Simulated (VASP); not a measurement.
# InPd (Pm-3m) in VASP: further runs, part 2 of 2

VASP 6.6.1. The steps go on from the part before.

## Step 3: Single point, r2SCAN

INCAR

```
  PREC = Low
  ENCUT = 500
  EDIFF = 1E-6
  ISMEAR = 0
  SIGMA = 0.15
  LREAL = F
  LASPH = T
  NELM = 100
  ALGO = Normal
  ISIF = 2
  LWAVE = F
  LCHARG = F
  METAGGA = R2SCAN
  LMIXTAU = T
  ADDGRID = F
```

KPOINTS

```
regular mesh
0
Gamma
  10 10 10
```

POSCAR

```
InPd
1.0
    3.2718847800      0.0000000000      0.0000000000
    0.0000000000      3.2718847800      0.0000000000
    0.0000000000      0.0000000000      3.2718847800
In Pd
1 1
Direct
    0.0000000000      0.0000000000      0.0000000000
    0.5000000000      0.5000000000      0.5000000000
```

Potentials or basis: VASP PAW PBE potentials, release 64 (In_d, Pd).

On the command line:

```
$ cat potpaw_PBE.64/In_d/POTCAR potpaw_PBE.64/Pd/POTCAR > POTCAR
$ mpirun -np 1 vasp_std > vasp.out
```

OUTCAR:

```text
PREC = Low
   ENCUT = 500
   EDIFF = 1E-6
   ISMEAR = 0
   LREAL = F
   LASPH = T
   NELM = 100
   ISIF = 2
   METAGGA = R2SCAN

 Found     56 irreducible k-points:

 Following reciprocal coordinates:
            Coordinates               Weight
  0.000000  0.000000  0.000000      1.000000
  0.100000  0.000000  0.000000      6.000000
  0.200000  0.000000  0.000000      6.000000
  0.300000  0.000000  0.000000      6.000000
  0.400000  0.000000  0.000000      6.000000
  0.500000  0.000000  0.000000      3.000000
   k-points           NKPTS =     56   k-points in BZ     NKDIM =     56   number of bands    NBANDS=     15
   number of dos      NEDOS =    301   number of ions     NIONS =      2
   total plane-waves  NPLWV =   5832
   dimension x,y,z NGX =    18 NGY =   18 NGZ =   18
   dimension x,y,z NGXF=    18 NGYF=   18 NGZF=   18
   ions per type =               1   1
   NGX,Y,Z   is equivalent  to a cutoff of   9.15,  9.15,  9.15 a.u.
   NGXF,Y,Z  is equivalent  to a cutoff of   9.15,  9.15,  9.15 a.u.
 SYSTEM =  unknown system
   PREC   = low       normal or accurate (medium, high low for compatibility)
   ISTART =      0    job   : 0-new  1-cont  2-samecut
   ICHARG =      2    charge: 1-file 2-atom 10-const
   ISPIN  =      1    spin polarized calculation?
   LNONCOLLINEAR =      F non collinear calculations
   LSORBIT =      F    spin-orbit coupling
[... 71 lines left out ...]
     11       8.0184      2.00000
     12      14.9169      0.00000
     13      14.9169      0.00000
     14      14.9169      0.00000
[... 77 lines left out ...]
      2      -4.8318      2.00000
      3      -4.8318      2.00000
      4      -4.7985      2.00000
      5      -4.6878      2.00000
      6       3.6360      2.00000
      7       4.1331      2.00000
      8       6.4231      2.00000
      9       7.0002      2.00000
     10       7.0002      2.00000
     11       7.9450      2.00000
     12       9.2187      2.00000
     13      20.5150      0.00000
     14      20.5150      0.00000
     15      20.5958      0.00000

 [... further k-points ...]

------------------------ aborting loop because EDIFF is reached ----------------------------------------

  FORCE on cell =-STRESS in cart. coord.  units (eV):
  Direction    XX          YY          ZZ          XY          YZ          ZX
  --------------------------------------------------------------------------------------
  -------------------------------------------------------------------------------------
  Total       -0.0589975     -0.0589975     -0.0589975      0.0000000      0.0000000     -0.0000000
  in kB       -2.6986729     -2.6986729     -2.6986729      0.0000000      0.0000000     -0.0000000
  external PRESSURE =      -2.6986729 kB  Pullay stress =       0.0000000 kB

 VOLUME and BASIS-vectors are now :
 -----------------------------------------------------------------------------
  energy-cutoff  :      500.00
  volume of cell :       35.03
      direct lattice vectors                 reciprocal lattice vectors
     3.271884780  0.000000000  0.000000000     0.305634234  0.000000000  0.000000000
     0.000000000  3.271884780  0.000000000     0.000000000  0.305634234  0.000000000
     0.000000000  0.000000000  3.271884780     0.000000000  0.000000000  0.305634234

 POSITION                                       TOTAL-FORCE (eV/Angst)
 -----------------------------------------------------------------------------------
      0.00000      0.00000      0.00000         0.000000      0.000000      0.000000
      1.63594      1.63594      1.63594         0.000000      0.000000      0.000000
 -----------------------------------------------------------------------------------
    total drift:                                0.000000      0.000000      0.000000

  FREE ENERGIE OF THE ION-ELECTRON SYSTEM (eV)
  ---------------------------------------------------
  free  energy   TOTEN  =       -46.6455890285 eV

  energy  without entropy=      -46.6356228353  energy(sigma->0) =      -46.64060593
```

OSZICAR:

```text
N       E                     dE             d eps       ncg     rms          rms(c)
DAV:   1     0.123267135878E+03    0.12327E+03   -0.11459E+04  1723   0.200E+03
DAV:   2    -0.437259332816E+02   -0.16699E+03   -0.16209E+03  1743   0.418E+02
DAV:   3    -0.519417586195E+02   -0.82158E+01   -0.81840E+01  2177   0.100E+02
[... 12 lines left out ...]
DAV:  16    -0.466454304045E+02    0.22585E-04   -0.13783E-06  1369   0.145E-02    0.198E-01
DAV:  17    -0.466455796294E+02   -0.14922E-03   -0.13358E-04  1764   0.124E-01    0.162E-01
DAV:  18    -0.466455857020E+02   -0.60726E-05   -0.18506E-05  1953   0.566E-02    0.120E-01
DAV:  19    -0.466455864717E+02   -0.76973E-06   -0.11127E-05  1841   0.373E-02    0.453E-02
DAV:  20    -0.466455889647E+02   -0.24930E-05   -0.25100E-06  1683   0.187E-02    0.193E-02
DAV:  21    -0.466455890285E+02   -0.63801E-07   -0.20523E-07   931   0.611E-03
   1 F= -.46645589E+02 E0= -.46640606E+02  d E =-.996619E-02
```

stdout:

```text
POSCAR found type information on POSCAR InPd
 POSCAR found :  2 types and       2 ions
 scaLAPACK will be used
 -----------------------------------------------------------------------------
|                                                                             |
|                                                                             |
|     You enforced a specific xc type in the INCAR file but a different       |
|     I HOPE YOU KNOW WHAT YOU ARE DOING!                                     |
|                                                                             |
 -----------------------------------------------------------------------------

 LDA part: xc-table for (None), standard interpolation
 POSCAR, INCAR and KPOINTS ok, starting setup
 FFT: planning ... GRIDC
 FFT: planning ... GRID_SOFT
 FFT: planning ... GRID
 WAVECAR not read
 entering main loop
```

Run time: 30 s. Hardware: 1 thread of Intel Xeon 6975P-C (Granite Rapids), shared host; peak memory 0.13 GiB.

The run converged, but some of its settings lie outside the range that counts as converged, so its numbers aren't taken as properties of the crystal.

Results:

| Property | Result |
| --- | --- |
| Free energy | -46.6456 eV |
| Pressure | -0.3 GPa |
| Band gap on the k mesh | none (metal or under the smearing width) |

Caveat: the PAW data sets were made with another functional, which shifts forces and pressure a little.

## Step 4: Single point, r2SCAN

INCAR is that of step 3.

KPOINTS is that of step 3.

POSCAR

```
InPd
1.0
    3.2718847800      0.0000000000      0.0000000000
    0.0000000000      3.2718847800      0.0000000000
    0.0000000000      0.0000000000      3.2718847800
In Pd
1 1
Direct
    0.0076950000     -0.0345290000      0.0307480000
    0.5133770000      0.5169540000      0.5028010000
```

Potentials or basis: VASP PAW PBE potentials, release 64 (In_d, Pd).

On the command line:

```
$ cat potpaw_PBE.64/In_d/POTCAR potpaw_PBE.64/Pd/POTCAR > POTCAR
$ mpirun -np 1 vasp_std > vasp.out
```

OUTCAR:

```text
PREC = Low
   ENCUT = 500
   EDIFF = 1E-6
   ISMEAR = 0
   LREAL = F
   LASPH = T
   NELM = 100
   ISIF = 2
   METAGGA = R2SCAN

 Found    504 irreducible k-points:

 Following reciprocal coordinates:
            Coordinates               Weight
  0.000000  0.000000  0.000000      1.000000
  0.100000  0.000000  0.000000      2.000000
  0.000000  0.100000  0.000000      2.000000
  0.000000  0.000000  0.100000      2.000000
  0.200000  0.000000  0.000000      2.000000
  0.000000  0.200000  0.000000      2.000000
[... 185 lines left out ...]

  FORCE on cell =-STRESS in cart. coord.  units (eV):
  Direction    XX          YY          ZZ          XY          YZ          ZX
  --------------------------------------------------------------------------------------
  -------------------------------------------------------------------------------------
  Total        0.5379678      0.3258330      0.5157147      0.0777976     -0.3541586     -0.0467363
  in kB       24.6078037     14.9043039     23.5899001      3.5586286    -16.1999759     -2.1378207
  external PRESSURE =      21.0340026 kB  Pullay stress =       0.0000000 kB

 VOLUME and BASIS-vectors are now :
 -----------------------------------------------------------------------------
  energy-cutoff  :      500.00
  volume of cell :       35.03
      direct lattice vectors                 reciprocal lattice vectors
     3.271884780  0.000000000  0.000000000     0.305634234  0.000000000  0.000000000
     0.000000000  3.271884780  0.000000000     0.000000000  0.305634234  0.000000000
     0.000000000  0.000000000  3.271884780     0.000000000  0.000000000  0.305634234

 POSITION                                       TOTAL-FORCE (eV/Angst)
 -----------------------------------------------------------------------------------
      0.02518      3.15891      0.10060         0.112035      0.709909     -0.424955
      1.67971      1.69141      1.64511        -0.112035     -0.709909      0.424955
 -----------------------------------------------------------------------------------
    total drift:                                0.073352      0.023313     -0.002265

  FREE ENERGIE OF THE ION-ELECTRON SYSTEM (eV)
  ---------------------------------------------------
  free  energy   TOTEN  =       -46.5699234418 eV

  energy  without entropy=      -46.5601907072  energy(sigma->0) =      -46.56505707
```

Run time: 3.1 min. Hardware: 1 thread of Intel Xeon 6975P-C (Granite Rapids), shared host; peak memory 0.35 GiB.

These settings aren't checked as converged: the numbers below hold their error.

Results:

```
Free energy            : -46.5699 eV
Pressure               : 2.1 GPa
Largest force          : 0.835 eV/Å
Band gap on the k mesh : none (metal or under the smearing width)
```

Caveat: the PAW data sets were made with another functional, which shifts forces and pressure a little.

## Step 5: Single point, r2SCAN

INCAR, as its differences from that of step 4:

```diff
@@ -1,2 +1,2 @@
-  PREC = Low
+  PREC = Normal
   ENCUT = 500
```

KPOINTS is that of step 4.

POSCAR

```
InPd
1.0
    3.2718847800      0.0000000000      0.0000000000
    0.0000000000      3.2718847800      0.0000000000
    0.0000000000      0.0000000000      3.2718847800
In Pd
1 1
Direct
    0.0000000000      0.0000000000      0.0000000000
    0.5000000000      0.5000000000      0.5000000000
```

On the command line:

```
$ cat potpaw_PBE.64/In_d/POTCAR potpaw_PBE.64/Pd/POTCAR > POTCAR
$ mpirun -np 1 vasp_std > vasp.out
```

Run time: 26 s. Hardware: 1 thread of Intel Xeon 6975P-C (Granite Rapids), shared host; peak memory 0.14 GiB.

These settings aren't checked as converged: the numbers below hold their error.

Results:

```
Free energy            : -46.6449 eV
Pressure               : 0.2 GPa
Band gap on the k mesh : none (metal or under the smearing width)
```

Caveat: the PAW data sets were made with another functional, which shifts forces and pressure a little.

## Step 6: The reference run

An earlier run on the cell as given: functional PBE; potentials or basis VASP PAW PBE potentials, release 64 (In_d, Pd); cutoff 520 eV; k mesh 8 × 8 × 8; occupations fermi-dirac, width 0.05 eV; no spin polarisation.

- Pressure: 3.7 GPa
- Band gap on the k mesh: none (metal or under the smearing width)
